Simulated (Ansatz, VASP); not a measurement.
# One calculation of BN (Qingsongite), two programs

```
CELL_PARAMETERS angstrom
0.00000 1.80750 1.80750
1.80750 0.00000 1.80750
1.80750 1.80750 0.00000
ATOMIC_POSITIONS crystal
B 0.00000 0.00000 0.00000
N 0.25000 0.25000 0.25000
```

Alike in both runs: task single point; functional r2SCAN; k mesh 8 × 8 × 8; no spin polarisation.

```csv
,VASP,Ansatz
version,VASP 6.6.1,Ansatz 0.2.0
potentials or method,"VASP PAW PBE potentials, release 64 (B, N)","plane waves, PAW"
plane-wave cutoff (eV),520,500
occupations,"gaussian, width 0.01 eV",fixed
valence electrons in the cell,8,8
```

|  | VASP | Ansatz | Ansatz less VASP |
| --- | --- | --- | --- |
| gap on the k mesh at the Fermi level (eV) | 4.98 | 5.00 | +0.021 |

 A k mesh can miss the band edges. r2SCAN opens gaps a little over a GGA but as a rule still falls short of measured ones.
